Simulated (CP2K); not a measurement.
Crystal: Tc.

```
Tc
1.0
     2.74000    0.00000    0.00000
    -1.37000    2.37291    0.00000
     0.00000    0.00000    4.39800
Tc
2
Direct
  0.66667 0.33333 0.75000
  0.33333 0.66667 0.25000
```

Base run:

- Program: CP2K 2026.2
- Functional: optB88-vdW
- Potentials or basis: POTENTIAL_UZH Tc GTH-PBE-q15; TZVP-MOLOPT-PBE-GTH basis
- Density cutoff: 9184 eV
- k mesh: 11 × 11 × 6
- Occupations: fermi-dirac, width 0.05 eV
- Spin: no spin polarisation

Its results: band gap on the k mesh none (metal or under the smearing width); pressure 7.4 GPa.

Problem. The run is repeated on the same cell with these changes: functional from optB88-vdW to AM05. What comes out?

Solution. Band gap on the k mesh none (metal or under the smearing width); pressure -3.7 GPa.

Caveats: the potentials were made for another functional, which shifts forces and pressure; the basis of atomic orbitals isn't converged, which shifts pressures, moduli and gaps.
